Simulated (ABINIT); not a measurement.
ZrC in ABINIT: the effect of potentials

ZrC:

```
Zr C
1.0
     0.00000    2.36500    2.36500
     2.36500    0.00000    2.36500
     2.36500    2.36500    0.00000
Zr C
1 1
Direct
  0.50000 0.50000 0.50000
  0.00000 0.00000 0.00000
```

Alike in all runs:

| Property | Result |
| --- | --- |
| Program | ABINIT 10.8.3 (patched build) |
| Task | single point |
| Functional | r2SCAN |
| k mesh | 10 × 10 × 10 |
| Occupations | fermi-dirac, width 0.05 eV |
| Spin | no spin polarisation |

```tsv
potentials	cutoff	pressure (GPa)
Ansatz PAW PBE default generated set, frozen core	490 eV	-2.8
JTH PAW PBE v2.0	626 eV	?
Ansatz NC r2SCAN	1442 eV	-2.6
SG15 NC PBE v1.2	1306 eV	-2.7
PseudoDojo NC SR PBE v0.4.1 standard	1333 eV	-3.2
```

What does the run with potentials JTH PAW PBE v2.0 give?

Pressure -1.3 GPa.

Caveats: the PAW data sets were made with another functional, which shifts forces and pressure a little (some runs); the potentials were made for another functional, which shifts forces and pressure (some runs); the atomic spheres overlap (some runs); a meta-GGA on potentials with a model core is unreliable (some runs).
